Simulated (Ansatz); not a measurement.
**Fe under changes of volume**

One of the cells (12.019 Å³/atom); the others are scaled copies at fixed shape and fractional positions:

```
Fe
1.0
    -1.44300    1.44300    1.44300
     1.44300   -1.44300    1.44300
     1.44300    1.44300   -1.44300
Fe
1
Cartesian
  0.0000 0.0000 0.0000
```

- Program: Ansatz 0.2.0
- Functional: r2SCAN
- Dispersion: D4
- Potentials or basis: Ansatz PAW
- Cutoff: 500 eV (not typed: the program's choice for these potentials)
- k mesh: 13 × 13 × 13
- Occupations: fermi-dirac, width 0.05 eV
- Spin: collinear spin, ferromagnetic start
- Starting moments: [3.0] μB

| volume (Å³/atom) | energy over the lowest point (meV/atom) | pressure (GPa) | moment (μB per cell) |
| --- | --- | --- | --- |
| 11.298 | 8.97 | 7.6 | 2.64 |
| 11.538 | ? | ? | ? |
| 11.778 | 0.00 | -1.5 | 2.65 |
| 12.019 | 5.37 | -5.4 | 2.65 |
| 12.259 | 16.05 | -8.6 | 2.66 |
| 12.499 | 31.29 | -11.6 | 2.67 |
| 12.740 | 50.94 | -14.3 | 2.67 |

Question: What does the run at 11.538 Å³/atom give?

Answer: Energy over the lowest point 0.96 meV/atom; pressure 2.9 GPa; moment 2.65 μB per cell.

Worked out: A Birch-Murnaghan fit of order 3 (a polynomial in V^(-2/3)) to the other rows has its minimum at 11.69 Å³/atom with B0 = V·E''(V) = 211 GPa and B' = 5.6. It gives 0.96 meV/atom at 11.538 Å³/atom, against the run's 0.96, and -dE/dV = 2.9 GPa, against 2.9. A straight line through the other rows of the moment, of slope 0.0226 μB per Å³/atom, gives 2.64 μB, against the run's 2.65.

Energies are extrapolated to zero smearing.

Caveats: the magnetic or orbital state may not be the lowest; pairwise dispersion overbinds metals, which lowers pressure and volume; the PAW data sets come from PBE, with cores solved anew for the run's functional, which leaves a small shift of forces and pressure.
